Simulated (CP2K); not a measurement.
**C under changes of volume**

One of the cells (9.153 Å³/atom); the others are scaled copies at fixed shape and fractional positions:

```
CELL_PARAMETERS angstrom
2.45645 0.00000 0.00000
1.22812 2.12742 0.00000
-1.19429 -0.68957 3.50283
ATOMIC_POSITIONS crystal
C 0.16664 0.16664 0.99991
C 0.83336 0.83336 0.00009
```

This is a stacking variant of graphite.

```yaml
Program: CP2K 2026.2
Functional: PBE
Potentials_or_basis: POTENTIAL_UZH C GTH-PBE-q4; TZVP-MOLOPT-PBE-GTH basis
Density_cutoff: 6123 eV
k_mesh: 13 × 13 × 8
Occupations: fermi-dirac, width 0.05 eV
Spin: no spin polarisation
```

```tsv
volume (Å³/atom)	energy over the lowest point (meV/atom)	pressure (GPa)	gap on the mesh (eV)
8.604	50.48	24.0	0.97
8.787	27.13	17.0	0.96
8.970	11.36	10.7	0.95
9.153	2.51	4.9	0.94
9.336	0.00	-0.4	0.94
9.519	3.29	-5.3	0.93
9.702	?	?	?
```

**Question.** What does the run at 9.702 Å³/atom give?

**Answer.** Energy over the lowest point 11.87 meV/atom; pressure -9.7 GPa; gap on the mesh 0.92 eV.

Worked out: A Birch-Murnaghan fit of order 3 (a polynomial in V^(-2/3)) to the other rows has its minimum at 9.32 Å³/atom with B0 = V·E''(V) = 260 GPa and B' = 3.5 at fixed shape and positions, which overstates the stiffness. It gives 11.89 meV/atom at 9.702 Å³/atom, against the run's 11.87, and -dE/dV = -9.7 GPa, against -9.7. A straight line through the other rows of the gap, of slope -0.382 eV per unit of ln V, extrapolates to 0.92 eV, against the run's 0.92.

Energies are extrapolated to zero smearing.

Caveats: an odd mesh through Γ misses points on the zone boundary, where band edges often lie; this functional lacks dispersion, which binds the layers, so the pressure and a relaxed spacing across them are unreliable; the basis of atomic orbitals isn't converged, which shifts pressures, moduli and gaps.
